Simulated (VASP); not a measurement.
InP: single point with PBE

InP:

```
CELL_PARAMETERS angstrom
0.00000 2.77240 2.77240
2.77240 0.00000 2.77240
2.77240 2.77240 0.00000
ATOMIC_POSITIONS crystal
In 0.00000 0.00000 0.00000
P 0.50000 0.50000 0.50000
```

Measurements of this composition are mostly on another form, of space group No. 216.

| Property | Result |
| --- | --- |
| Program | VASP 6.6.1 |
| Task | single point |
| Functional | PBE |
| Potentials or basis | VASP PAW PBE potentials, release 64 (In_d, P) |
| Cutoff | 520 eV |
| k mesh | 6 × 6 × 6 |
| Occupations | gaussian, width 0.1 eV |
| Spin | no spin polarisation |

```
Pressure               : -0.1 GPa
Band gap on the k mesh : none (metal or under the smearing width)
```

Levels at points of the mesh, in eV from the Fermi level:
```tsv
k point	band 7	band 8	band 9	band 10	band 11	band 12
(0.00, 0.00, 0.00)	-0.27	-0.27	-0.27	0.52	7.13	7.13
(0.50, 0.00, 0.00)	-6.57	0.15	0.15	2.52	3.45	3.45
(0.50, 0.50, 0.00)	-4.89	-2.46	-2.30	-2.30	3.89	9.87
```

It took 10 s on 1 thread of Intel(R) Xeon(R) Platinum 8559C (Emerald Rapids) (shared host), peak memory 0.16 GiB.
